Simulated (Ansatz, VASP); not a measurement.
**BN in VASP and in Ansatz**

File INCAR:

```
SYSTEM = BN
PREC = Accurate ; ENCUT = 520
EDIFF = 1E-7 ; ISMEAR = 0
SIGMA = 0.05 ; LREAL = .False.
LASPH = .True. ; NELM = 60
ALGO = Normal ; ISIF = 2
LWAVE = .False. ; LCHARG = .True.
GGA = PE ; LELF = .True.
LVHAR = .True. ; NBANDS = 11
```

Contents of KPOINTS:

```
regular mesh
0
Gamma
  12 12 12
  0 0 0
```

Contents of POSCAR:

```
BN
1.0
    0.0000000000      1.8104799146      1.8775069113
    1.8775069113      0.0000000000      1.8775069113
    1.8775069113      1.8104799146      0.0000000000
B N
1 1
Direct
    0.0000000000      0.0000000000      0.0000000000
    0.7500000000      0.7500000000      0.7500000000
```

Input for Ansatz:

```yaml
crystal:
  lattice:
    - [0.0, 1.8104799146, 1.8775069113]
    - [1.8775069113, 0.0, 1.8775069113]
    - [1.8775069113, 1.8104799146, 0.0]
  atoms:
    - { symbol: B, position: [0.0, 0.0, 0.0] }
    - { symbol: "N", position: [0.75, 0.75, 0.75] }
basis:
  ecutwfc: 520.0
kpoints:
  mp_grid: { grid: [12, 12, 12] }
hamiltonian:
  xc: pbe
scf:
  occupations: { method: gaussian, width: 0.05 }
output:
  forces: true
  stress: true
  eigenvalues: true
```

Alike in both runs: task single point; functional PBE; k mesh 12 × 12 × 12; occupations gaussian, width 0.05 eV; no spin polarisation.

```csv
,VASP,Ansatz
version,VASP 6.6.1,Ansatz 0.2.0
potentials or method,"VASP PAW PBE potentials, release 64 (B, N)","scalar-relativistic, plane waves, PAW"
plane-wave cutoff (eV),520,520
valence electrons in the cell,8,8
```

Ansatz gave:

* gap on the k mesh at the Fermi level (eV): 3.80
* least direct gap on the mesh (eV): 8.09
* pressure (GPa): -22.7
* largest component of the traceless stress (GPa): 13.16

Problem. Estimate VASP's values.

Solution. gap on the k mesh at the Fermi level (eV): 3.79; least direct gap on the mesh (eV): 8.08; pressure (GPa): -22.7; largest component of the traceless stress (GPa): 13.17.

The functional is the same, so the differences come from potentials, cutoffs and numerics.

Caveats: so large a pressure means that the cell lies far from this level's equilibrium, or that cutoff or potentials fall short (VASP). A k mesh can miss the band edges.
